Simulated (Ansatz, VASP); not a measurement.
# One calculation of Si2Ni, two programs

```xyz
3
Lattice="0.0000 2.7030 2.7030 2.7030 0.0000 2.7030 2.7030 2.7030 0.0000" Properties=species:S:1:pos:R:3 pbc="T T T"
Si    1.3515    1.3515    1.3515
Si    4.0545    4.0545    4.0545
Ni    0.0000    0.0000    0.0000
```

Alike in both runs: task relaxation of cell and atoms; functional PBEsol; k mesh 12 × 12 × 12; occupations fermi-dirac, width 0.08 eV; no spin polarisation.

```csv
,VASP,Ansatz
version,VASP 6.6.1,Ansatz 0.2.0
potentials or method,"VASP PAW PBE potentials, release 64 (Si, Ni)","PAW with Ansatz's default frozen-core files, scalar-relativistic"
plane-wave cutoff (eV),600,420
valence electrons in the cell,18,26
```

Ansatz gave:

```
relaxed volume (Å³/atom)                                     : 13.04
relaxed cell length with the largest relative difference (Å) : 3.811
```

**Question.** Which values does VASP return?

**Answer.** Relaxed volume (Å³/atom): 13.05; relaxed cell length with the largest relative difference (Å): 3.812.

The two sets of potentials don't hold the same shells in valence.

Caveats: the PAW data sets were made with another functional, which shifts forces and pressure a little (VASP). Spin polarisation is off, so any magnetic state and its effect on volume and gap are missing.
